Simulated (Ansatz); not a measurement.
The system is Al.

```
Al
1.0
    -1.59122    1.59122    1.59122
     1.59122   -1.59122    1.59122
     1.59122    1.59122   -1.59122
Al
1
Direct
  0.00000 0.00000 0.00000
```

This isn't the form of Al at room conditions, which is fcc.

A run of Ansatz 0.2.0 on this cell left the log below. Logs are shortened: lines on timing, memory, paths and dates and some standing lists are left out, and cuts for length are marked.

```text
Warning: RAYON_NUM_THREADS=1 ignored (pool sized by the plan → 1); use --threads N
The last accepted step is kept in <dir> (removed where the run ends without a failure and the disk answers)
LAPW: plane waves up to 6.530 Å⁻¹, error target 1.0e-3 eV per atom; small_component_spin mean_spin; Al in spheres of 1.337 Å, 11 of its electrons in bands, Dirac shells [] (how accurate: hamiltonian.pseudopotentials.lapw.basis_error, Limitations)
Engine: ansatz 0.2.0, aarch64-unknown-linux-gnu
Pseudopotentials: kind: all_electron
Pseudopotential: Al, LAPW, valence charge 11, lapw/all_electron/scalar/gaussian/Al, Koelling and Harmon's equation, gaussian nucleus
Functional definition: PBEsol
  exchange = pbesol_x
  correlation = pbesol_c
Crystal: 1 atoms, lattice volume = 16.116 Å³
Basis set: ecut = 162.47659848034232 eV, 79 PW (Γ), exchange–correlation at level 2
Bands: 10, of which v1, the nominal top of the filled ones, is band 6 counted from 1 (5 counted from 0)
Symmetry: 48 space group operations
Space group: Im-3m (ITA 229), of the structure as read, at distance tolerance 2.5e-5 Å
k-points: 72 of 1728
Non-local potential: Al, projectors of the file, none
Initial density: superposition of atomic densities (chi_scale 0.1, normalization cell)
Initial wavefunctions: plane waves of lowest kinetic energy (no species holds an atomic orbital)
Functional: x = pbesol(κ = 0.804, μ = 0.12345679012345678), c = pbesol(β = 0.046)
iter 1 solved again at ethr=1.70e-4 eV; its pass at ethr=1.00e-1 eV (dr2=1.86e-2 eV) is discarded
SCF iter   1: F=—  HF=-6594.502225 eV  |F-HF|=—  |Δ(HF+E_count)|=         —  Δρ=1.29e-2  dr2=1.87e-2  ethr=1.70e-4  ⟨swp⟩=3.1  Hψ=5468  notcnv=0
preconditioner: auto → none  [metal: Δε(μ)=0.031 eV  Ē_g=13.474 eV  σ=0.050 eV  W_gap=0.15  n_scr=0 (ndim 8)  ℏωp=16.0 eV  f_vac=0.000  D(μ)=0.52/eV (n_scr^D=0)]
SCF iter   2: F=—  HF=-6594.478437 eV  |F-HF|=—  |Δ(HF+E_count)|=   2.38e-2  Δρ=5.72e-3  dr2=3.60e-3  ethr=1.70e-4  ⟨swp⟩=2.0  Hψ=1991  notcnv=0
iter 3 solved again at ethr=5.58e-8 eV; its pass at ethr=3.27e-5 eV (dr2=6.14e-6 eV) is discarded
SCF iter   3: F=—  HF=-6594.473533 eV  |F-HF|=—  |Δ(HF+E_count)|=   4.90e-3  Δρ=2.85e-4  dr2=6.19e-6  ethr=5.58e-8  ⟨swp⟩=2.7  Hψ=3528  notcnv=0
SCF iter   4: F=—  HF=-6594.473519 eV  |F-HF|=—  |Δ(HF+E_count)|=   1.41e-5  Δρ=7.50e-5  dr2=4.90e-7  ethr=5.58e-8  ⟨swp⟩=2.0  Hψ=1880  notcnv=0
[... 33 lines left out ...]
SCF iter   1: F=—  HF=-6594.327961 eV  |F-HF|=—  |Δ(HF+E_count)|=         —  Δρ=1.04e-5  dr2=8.83e-9  ethr=8.02e-11  ⟨swp⟩=2.0  Hψ=3672  notcnv=0
SCF iter   2: F=-6594.327961 eV  HF=-6594.327961 eV  |F-HF|=1.07e-9  |Δ(HF+E_count)|=   1.85e-9  Δρ=5.17e-6  dr2=2.15e-9  ethr=8.02e-11  ⟨swp⟩=2.0  Hψ=1794  notcnv=0
SCF 5 converged in 2 iterations: F = -6594.327961 eV  dr2 = 2.15e-9
relax step   5: F+E_penalty+E_count = -6594.32796088 eV  Δ(F+E_penalty+E_count) = -7.233e-8 eV  max|allowed force component| = 0.000e0 eV/Å  Δτ_max = 0.0000 Å  P = +19.998 GPa  Ω = 13.779 Å³  stress off target by 1.68e-3 GPa  SCF on the basis re-selected at this cell (its energy is not comparable with the rows above)  (2 SCF iters)
basis re-selected at this cell: Δ(F+E_penalty+E_count) = -7.233e-8 eV, ΔP = -0.000 GPa vs the last step (what re-selecting the basis moved, after the strain that the cell walked since its last selection, with what the two solves' SCF thresholds leave and, on support functions, any second-order correction that the steps lacked; it is no measure of the basis error at this ecutwfc). This SCF's stress stands 1.68e-3 GPa from its target on what of the cell is left free (relax.cell.stress_tol is 5.00e-2 GPa) and its largest allowed force component is 0.00e0 eV/Å (relax.f_tol is 2.00e-2 eV/Å): within both
SCF converged after 2 iterations
Free energy (F): -6594.327961 eV
Harris-Foulkes:  -6594.327961 eV  (|F-HF|=1.07e-9)
Internal energy: -6594.324005 eV  (E = F + TS)
E sigma→0 (E₀):  -6594.325983 eV
Entropy (-TS):   -0.003955 eV (-3.955 meV/atom)
Fermi energy:    12.129327 eV
--- Per-component energies (eV) ---
  E_band       = -473.850829
  E_kinetic    = 6611.312427
  E_xc         = -495.243109
  E_electrostatic = -12710.393324  (all electrons and nuclei)
  E_smearing   = -0.003955  (= −TS)
  E_closure    = 0.000000  (closes the sum)
  E_atoms      = -6590.488843  (free atoms, spherical and without spin; not in F)
  Σ components = -6594.327961   (vs F -6594.327961, Δ=0.00e0)
  Basis errors (estimates in eV, not in F): energy 4.5e-4 per atom: plane waves 4.3e-4 (2.4e-4 summed), levels above the bands 1.4e-71, relativity 4.1e-9, radial functions 1.6e-5, core shells 6.2e-16; eigenvalues (radial functions only) 1.6e-5; not estimated: angular momenta, meshes, grids; target (lapw.basis_error) 1.0e-3; muffin-tin radii Al 1.269 Å
--- Forces (eV/Å), atoms counted from 1 ---
  atom   1  Al     0.00000000     0.00000000     0.00000000
  max |Σ_I F_I| component: 1.44e-32 eV/Å
--- Stress (GPa, compression-positive) ---
       19.998320       0.000000      -0.000000
        0.000000      19.998320      -0.000000
       -0.000000      -0.000000      19.998320
  P = ⅓ Tr σ = 19.9983 GPa (199.983 kbar)
--- Relaxed structure (4 steps of the walk, 4 accepted, 1 SCFs on fresh bases) ---
  F+E_penalty+E_count = -6594.32796088 eV   max|allowed force component| = 0.000e0 eV/Å   (the final SCF, on the basis selected at the relaxed cell)
  cell:  # Å, volume = 13.7790 Å³
    - [-1.5102642512105584, 1.5102642512105584, 1.5102642512105584]
    - [1.5102642512105584, -1.5102642512105584, 1.5102642512105584]
    - [1.5102642512105584, 1.5102642512105584, -1.5102642512105584]
  atoms:
    - { symbol: Al, position: [0.0, 0.0, 0.0] }
```

Problem. Write the input and the command behind it.

Solution. Relaxation of cell and atoms with PBEsol, no spin polarisation. The files as run (others can give the same):

input.yaml
```yaml
crystal:
  lattice:
    - [-1.59121869, 1.59121869, 1.59121869]
    - [1.59121869, -1.59121869, 1.59121869]
    - [1.59121869, 1.59121869, -1.59121869]
  atoms:
    - { symbol: Al, position: [0.0, 0.0, 0.0] }
kpoints:
  mp_grid: { grid: [12, 12, 12] }
scf:
  occupations: { method: fermi_dirac, width: 0.05 }
hamiltonian:
  xc: pbesol
  pseudopotentials: { kind: all_electron, lapw: { basis_error: 0.001 } }
output:
  forces: true
  stress: true
relax:
  f_tol: 0.02
  max_steps: 60
  cell: { p_target: 20 }
```

Potentials or basis: all-electron LAPW, scalar-relativistic.
Launch:
```console
$ ansatz run input.yaml --threads 1 --pin off --max-ram 3072MiB --backend cpu --events-out ev --progress --plain --runs-dir out
```
